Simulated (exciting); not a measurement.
# WC (Qusongite) (P-6m2) in exciting: equation of state

Aim: energy against volume of WC (Qusongite) in PBEsol, for its equilibrium volume and stiffness.

Everything below comes from runs of exciting (release sodium). Logs are shortened: lines on timing, memory, paths and dates and some standing lists are left out, and cuts for length are marked.

## Step 1: Starting point

It takes space group P-6m2 (No. 187, hexagonal). The conventional cell has a = 2.907 Å, b = 2.907 Å, c = 2.837 Å, α = 90.00°, β = 90.00°, γ = 120.00°. W (site symmetry -6m2) has 6 C at 2.20 Å as nearest neighbours. C (site symmetry -6m2) is surrounded by 6 W at 2.20 Å.

## Step 2: Equation of state, PBEsol, 9.75 Å³/atom (volume scaled by 0.94)

input.xml

```xml
<input>
  <title>WC</title>
  <structure speciespath="./" tshift="false">
    <crystal scale="1">
      <basevect>5.380365908316 0.000000000000 0.000000000000</basevect>
      <basevect>-2.690182954158 4.659533558319 0.000000000000</basevect>
      <basevect>0.000000000000 0.000000000000 5.250970560993</basevect>
    </crystal>
    <species speciesfile="W.xml" rmt="2.3">
      <atom coord="0.000000000000 0.000000000000 0.000000000000"/>
    </species>
    <species speciesfile="C.xml" rmt="1.45">
      <atom coord="0.666666666700 0.333333333300 0.500000000000"/>
    </species>
  </structure>
  <groundstate do="fromscratch" ngridk="10 10 9" rgkmax="7.5" gmaxvr="14" lmaxapw="10" lmaxmat="10" lmaxvr="8" xctype="GGA_PBE_SOL" stype="Fermi Dirac" swidth="0.00183747" nempty="14" ValenceRelativity="iora*" epsengy="1e-05" epspot="1e-05" maxscl="60" outputlevel="normal"/>
</input>
```

Potentials or basis: all-electron LAPW+lo, shipped species files, valence relativity iora*.

The run is started by

```bash
> OMP_NUM_THREADS=1 exciting_smp
```

INFO.OUT:

```text
================================================================================
EXCITING SODIUM started
[... 10 lines left out ...]

 Lattice vectors (cartesian) :
      5.3803659083      0.0000000000      0.0000000000
     -2.6901829542      4.6595335583      0.0000000000
      0.0000000000      0.0000000000      5.2509705610

 Reciprocal lattice vectors (cartesian) :
      1.1677988847      0.6742290005     -0.0000000000
      0.0000000000      1.3484580009      0.0000000000
      0.0000000000     -0.0000000000      1.1965759918

 Unit cell volume                           :     131.6418083654
 Brillouin zone volume                      :       1.8842814188

 Species :    1 (W)
     parameters loaded from                 :    W.xml
     name                                   :    tungsten
     nuclear charge                         :     -74.00000000
     electronic charge                      :      74.00000000
     atomic mass                            :  335119.81910000
     muffin-tin radius                      :       2.30000000
     # of radial points in muffin-tin       :     450

     atomic positions (lattice) :
       1 :   0.00000000  0.00000000  0.00000000

 Species :    2 (C)
     parameters loaded from                 :    C.xml
     name                                   :    carbon
     nuclear charge                         :      -6.00000000
     electronic charge                      :       6.00000000
     atomic mass                            :   21894.16673000
     muffin-tin radius                      :       1.45000000
     # of radial points in muffin-tin       :     250

     atomic positions (lattice) :
       1 :   0.66666667  0.33333333  0.50000000

 Total number of atoms per unit cell        :       2

 Spin treatment                             :    spin-unpolarised

 Number of Bravais lattice symmetries       :      24
 Number of crystal symmetries               :      12

 k-point grid                               :      10   10    9
 Total number of k-points                   :     110
 k-point set is reduced with crystal symmetries

 R^MT_min * |G+k|_max (rgkmax)              :       7.50000000
 Species with R^MT_min                      :       2 (C)
 Maximum |G+k| for APW functions            :       5.17241379
 Maximum |G| for potential and density      :      14.00000000

 G-vector grid sizes                        :      24    24    24
 Total number of G-vectors                  :    6101

 Maximum angular momentum used for
     APW functions                          :      10
     computing H and O matrix elements      :      10
     potential and density                  :       8
     inner part of muffin-tin               :       2

 Total nuclear charge                       :     -80.00000000
 Total electronic charge                    :      80.00000000
 Total core charge                          :      48.00000000
 Total valence charge                       :      32.00000000

 Number of empty states                     :      14
 Total number of valence states             :      31

 Maximum Hamiltonian size                   :     351
 Maximum number of plane-waves              :     320
 Total number of local-orbitals             :      31

 Exchange-correlation type                  :      22
[... 23 lines left out ...]
+ SCF iteration number :    1                                                  +
++++++++++++++++++++++++++++++++++++++++++++++++++++++++++++++++++++++++++++++++
 Total energy                               :    -16175.73467670
 _______________________________________________________________
 Fermi energy                               :         0.60294265
 Kinetic energy                             :     18261.24478786
 Coulomb energy                             :    -34111.30989452
 Exchange energy                            :      -320.37158141
 Correlation energy                         :        -5.29798863

 DOS at Fermi energy (states/Ha/cell)       :         7.61184516

 Electron charges :
     core                                   :        48.00000000
     core leakage                           :         0.00008406
     valence                                :        32.00000000
     interstitial                           :         4.19872032
     charge in muffin-tin spheres :
                  atom     1     W          :        70.94787609
                  atom     2     C          :         4.85340359
     total charge in muffin-tins            :        75.80127968
     total charge                           :        80.00000000

++++++++++++++++++++++++++++++++++++++++++++++++++++++++++++++++++++++++++++++++
+ SCF iteration number :    2                                                  +
++++++++++++++++++++++++++++++++++++++++++++++++++++++++++++++++++++++++++++++++
 Total energy                               :    -16198.07239046
 _______________________________________________________________
 Fermi energy                               :         0.58857688
 Kinetic energy                             :     18246.46422762
 Coulomb energy                             :    -34118.59300415
 Exchange energy                            :      -320.63449331
 Correlation energy                         :        -5.30912062

 DOS at Fermi energy (states/Ha/cell)       :         6.08921382

 Electron charges :
     core                                   :        48.00000000
     core leakage                           :         0.00008631
     valence                                :        32.00000000
     interstitial                           :         4.15703426
     charge in muffin-tin spheres :
                  atom     1     W          :        71.40390089
                  atom     2     C          :         4.43906485
     total charge in muffin-tins            :        75.84296574
     total charge                           :        80.00000000

 RMS change in effective potential (target) :  0.693636      ( 0.100000E-04)
 Absolute change in total energy   (target) :   22.3377      ( 0.100000E-04)
 Charge distance                   (target) :  0.130643E-01  ( 0.100000E-04)

++++++++++++++++++++++++++++++++++++++++++++++++++++++++++++++++++++++++++++++++
+ SCF iteration number :    3                                                  +
++++++++++++++++++++++++++++++++++++++++++++++++++++++++++++++++++++++++++++++++
 Total energy                               :    -16201.28930176
 _______________________________________________________________
 Fermi energy                               :         0.59199956
 Kinetic energy                             :     18243.85773507
 Coulomb energy                             :    -34119.17145707
 Exchange energy                            :      -320.66408126
 Correlation energy                         :        -5.31149851

 DOS at Fermi energy (states/Ha/cell)       :         7.90440776

 Electron charges :
     core                                   :        48.00000000
     core leakage                           :         0.00008651
     valence                                :        32.00000000
     interstitial                           :         4.13824769
     charge in muffin-tin spheres :
                  atom     1     W          :        71.52220071
                  atom     2     C          :         4.33955160
     total charge in muffin-tins            :        75.86175231
     total charge                           :        80.00000000
[... 436 lines left out ...]
 DOS at Fermi energy (states/Ha/cell)       :         7.01582614

 Electron charges :
     core                                   :        48.00000000
     core leakage                           :         0.00008544
     valence                                :        32.00000000
     interstitial                           :         4.13363889
     charge in muffin-tin spheres :
                  atom     1     W          :        71.53521363
                  atom     2     C          :         4.33114748
     total charge in muffin-tins            :        75.86636111
     total charge                           :        80.00000000

 RMS change in effective potential (target) :  0.264007E-07  ( 0.100000E-04)
 Absolute change in total energy   (target) :  0.771020E-05  ( 0.100000E-04)
 Charge distance                   (target) :  0.196531E-08  ( 0.100000E-04)

++++++++++++++++++++++++++++++++++++++++++++++++++++++++++++++++++++++++++++++++
+ SCF iteration number :   20                                                  +
++++++++++++++++++++++++++++++++++++++++++++++++++++++++++++++++++++++++++++++++
 Total energy                               :    -16199.36690762
 _______________________________________________________________
 Fermi energy                               :         0.60710424
 Kinetic energy                             :     18245.10612730
 Coulomb energy                             :    -34118.51451638
 Exchange energy                            :      -320.64701934
 Correlation energy                         :        -5.31149920

 DOS at Fermi energy (states/Ha/cell)       :         7.01582676

 Electron charges :
     core                                   :        48.00000000
     core leakage                           :         0.00008544
     valence                                :        32.00000000
     interstitial                           :         4.13363888
     charge in muffin-tin spheres :
                  atom     1     W          :        71.53521365
                  atom     2     C          :         4.33114747
     total charge in muffin-tins            :        75.86636112
     total charge                           :        80.00000000

 RMS change in effective potential (target) :  0.207726E-07  ( 0.100000E-04)
 Absolute change in total energy   (target) :  0.169276E-05  ( 0.100000E-04)
 Charge distance                   (target) :  0.111483E-08  ( 0.100000E-04)

++++++++++++++++++++++++++++++++++++++++++++++++++++++++++++++++++++++++++++++++
| Convergency criteria checked for the last 2 iterations                       +
| Convergence targets achieved. Performing final SCF iteration                 +
++++++++++++++++++++++++++++++++++++++++++++++++++++++++++++++++++++++++++++++++
 Total energy                               :    -16199.36691362
 _______________________________________________________________
 Fermi energy                               :         0.60710423
 Kinetic energy                             :     18245.10612448
 Coulomb energy                             :    -34118.51451942
 Exchange energy                            :      -320.64701948
 Correlation energy                         :        -5.31149920

 DOS at Fermi energy (states/Ha/cell)       :         7.01582741

 Electron charges :
     core                                   :        48.00000000
     core leakage                           :         0.00008544
     valence                                :        32.00000000
     interstitial                           :         4.13363888
     charge in muffin-tin spheres :
                  atom     1     W          :        71.53521366
                  atom     2     C          :         4.33114746
     total charge in muffin-tins            :        75.86636112
     total charge                           :        80.00000000

++++++++++++++++++++++++++++++++++++++++++++++++++++++++++++++++++++++++++++++++
[... 9 lines left out ...]
| EXCITING SODIUM stopped                                                      =
================================================================================
```

It took 5.7 min on 1 thread of Arm Neoverse V2, shared host; peak memory 0.12 GiB.

What came out:

- Free energy: -440807.2321 eV
- Band gap on the k mesh: none (metal or under the smearing width)
- All electrons inside the program's atomic spheres: W 71.54; C 4.33 (radii W 2.3, C 1.45 bohr)

Caveat: the log's total energy holds no entropy term; the free energy is that total less TS from the occupations.

## Step 3: Equation of state, PBEsol, 9.96 Å³/atom (volume scaled by 0.96)

Edit input.xml of step 2 so:

```diff
@@ -4,5 +4,5 @@
     <crystal scale="1">
-      <basevect>5.380365908316 0.000000000000 0.000000000000</basevect>
-      <basevect>-2.690182954158 4.659533558319 0.000000000000</basevect>
-      <basevect>0.000000000000 0.000000000000 5.250970560993</basevect>
+      <basevect>5.418257057418 0.000000000000 0.000000000000</basevect>
+      <basevect>-2.709128528709 4.692348256008 0.000000000000</basevect>
+      <basevect>0.000000000000 0.000000000000 5.287950445230</basevect>
     </crystal>
```

Potentials or basis: all-electron LAPW+lo, shipped species files, valence relativity iora*.

The run is started by

```bash
> OMP_NUM_THREADS=1 exciting_smp
```

It took 5.9 min on 1 thread of Arm Neoverse V2, shared host; peak memory 0.12 GiB.

The run converged. Its results:

```
Free energy                                       : -440807.2828 eV
Band gap on the k mesh                            : none (metal or under the smearing width)
All electrons inside the program's atomic spheres : W 71.49; C 4.31 (radii W 2.3, C 1.45 bohr)
```

Caveat: the log's total energy holds no entropy term; the free energy is that total less TS from the occupations.

## Step 4: Equation of state, PBEsol, 10.17 Å³/atom (volume scaled by 0.98)

Edit input.xml of step 3 so:

```diff
@@ -4,5 +4,5 @@
     <crystal scale="1">
-      <basevect>5.418257057418 0.000000000000 0.000000000000</basevect>
-      <basevect>-2.709128528709 4.692348256008 0.000000000000</basevect>
-      <basevect>0.000000000000 0.000000000000 5.287950445230</basevect>
+      <basevect>5.455625528306 0.000000000000 0.000000000000</basevect>
+      <basevect>-2.727812764153 4.724710301174 0.000000000000</basevect>
+      <basevect>0.000000000000 0.000000000000 5.324420221521</basevect>
     </crystal>
```

The run is started by

```bash
> OMP_NUM_THREADS=1 exciting_smp
```

Wall time 6.1 min (1 thread of Arm Neoverse V2, shared host); peak memory 0.12 GiB.

Results (log left out):

```yaml
Free_energy: -440807.3084 eV
Band_gap_on_the_k_mesh: none (metal or under the smearing width)
All_electrons_inside_the_program's_atomic_spheres: W 71.44; C 4.29 (radii W 2.3, C 1.45 bohr)
```

Caveat: the log's total energy holds no entropy term; the free energy is that total less TS from the occupations.

## Step 5: Equation of state, PBEsol, 10.38 Å³/atom

Edit input.xml of step 4 so:

```diff
@@ -4,5 +4,5 @@
     <crystal scale="1">
-      <basevect>5.455625528306 0.000000000000 0.000000000000</basevect>
-      <basevect>-2.727812764153 4.724710301174 0.000000000000</basevect>
-      <basevect>0.000000000000 0.000000000000 5.324420221521</basevect>
+      <basevect>5.492488981225 0.000000000000 0.000000000000</basevect>
+      <basevect>-2.746244490612 4.756634987748 0.000000000000</basevect>
+      <basevect>0.000000000000 0.000000000000 5.360397125113</basevect>
     </crystal>
```

The run is started by

```bash
> OMP_NUM_THREADS=1 exciting_smp
```

Run time: 6.3 min. Hardware: 1 thread of Arm Neoverse V2, shared host; peak memory 0.12 GiB.

Results (log left out):

| Property | Result |
| --- | --- |
| Free energy | -440807.3108 eV |
| Band gap on the k mesh | none (metal or under the smearing width) |
| All electrons inside the program's atomic spheres | W 71.39; C 4.27 (radii W 2.3, C 1.45 bohr) |

Caveat: the log's total energy holds no entropy term; the free energy is that total less TS from the occupations.

## Step 6: Equation of state, PBEsol, 10.58 Å³/atom (volume scaled by 1.02)

Edit input.xml of step 5 so:

```diff
@@ -4,5 +4,5 @@
     <crystal scale="1">
-      <basevect>5.492488981225 0.000000000000 0.000000000000</basevect>
-      <basevect>-2.746244490612 4.756634987748 0.000000000000</basevect>
-      <basevect>0.000000000000 0.000000000000 5.360397125113</basevect>
+      <basevect>5.528864140441 0.000000000000 0.000000000000</basevect>
+      <basevect>-2.764432070315 4.788136799724 0.000000000000</basevect>
+      <basevect>0.000000000000 0.000000000000 5.395897478328</basevect>
     </crystal>
```

Potentials or basis: all-electron LAPW+lo, shipped species files, valence relativity iora*.

The run is started by

```bash
> OMP_NUM_THREADS=1 exciting_smp
```

Run time: 7.1 min. Hardware: 1 thread of Arm Neoverse V2, shared host; peak memory 0.12 GiB.

The run converged. Its results:

```
Free energy                                       : -440807.2927 eV
Band gap on the k mesh                            : none (metal or under the smearing width)
All electrons inside the program's atomic spheres : W 71.35; C 4.25 (radii W 2.3, C 1.45 bohr)
```

Caveat: the log's total energy holds no entropy term; the free energy is that total less TS from the occupations.

## Step 7: Equation of state, PBEsol, 10.79 Å³/atom (volume scaled by 1.04)

Edit input.xml of step 6 so:

```diff
@@ -4,5 +4,5 @@
     <crystal scale="1">
-      <basevect>5.528864140441 0.000000000000 0.000000000000</basevect>
-      <basevect>-2.764432070315 4.788136799724 0.000000000000</basevect>
-      <basevect>0.000000000000 0.000000000000 5.395897478328</basevect>
+      <basevect>5.564766861700 0.000000000000 0.000000000000</basevect>
+      <basevect>-2.782383430850 4.819229468420 0.000000000000</basevect>
+      <basevect>0.000000000000 0.000000000000 5.430936755564</basevect>
     </crystal>
```

The run is started by

```bash
> OMP_NUM_THREADS=1 exciting_smp
```

Wall time 6.1 min (1 thread of Arm Neoverse V2, shared host); peak memory 0.13 GiB.

Results (log left out):

* Free energy: -440807.2561 eV
* Band gap on the k mesh: none (metal or under the smearing width)
* All electrons inside the program's atomic spheres: W 71.31; C 4.24 (radii W 2.3, C 1.45 bohr)

Caveat: the log's total energy holds no entropy term; the free energy is that total less TS from the occupations.

## Step 8: Equation of state, PBEsol, 11.00 Å³/atom (volume scaled by 1.06)

Edit input.xml of step 7 so:

```diff
@@ -4,5 +4,5 @@
     <crystal scale="1">
-      <basevect>5.564766861700 0.000000000000 0.000000000000</basevect>
-      <basevect>-2.782383430850 4.819229468420 0.000000000000</basevect>
-      <basevect>0.000000000000 0.000000000000 5.430936755564</basevect>
+      <basevect>5.600212192326 0.000000000000 0.000000000000</basevect>
+      <basevect>-2.800106096163 4.849926025009 0.000000000000</basevect>
+      <basevect>0.000000000000 0.000000000000 5.465529642073</basevect>
     </crystal>
```

The run is started by

```bash
> OMP_NUM_THREADS=1 exciting_smp
```

Run time: 6.4 min. Hardware: 1 thread of Arm Neoverse V2, shared host; peak memory 0.13 GiB.

The run converged. Its results:

| Property | Result |
| --- | --- |
| Free energy | -440807.2029 eV |
| Band gap on the k mesh | none (metal or under the smearing width) |
| All electrons inside the program's atomic spheres | W 71.28; C 4.22 (radii W 2.3, C 1.45 bohr) |

Caveat: the log's total energy holds no entropy term; the free energy is that total less TS from the occupations.

## Step 9: Equation of state, PBEsol

Potentials or basis: all-electron LAPW+lo, shipped species files, valence relativity iora*.

No new run: the results of the series are fitted here.

Results:

| Item | Value |
| --- | --- |
| Equilibrium volume | 10.30 Å³/atom |
| Bulk modulus at fixed shape and positions | 410 GPa |
| Pressure derivative of the bulk modulus | 4.3 |

Energy against volume, from the lowest point:
```
volume (Å³/atom)  energy (meV/atom)
           9.754              39.32
           9.961              13.96
          10.169               1.18
          10.376               0.00
          10.584               9.01
          10.791              27.30
          10.999              53.92
```

Caveat: the cell was scaled at fixed shape and fractional positions, which overstates the stiffness of a crystal with free parameters, most of all of layers and chains. Spin-orbit coupling is left out, which matters for the levels of W.
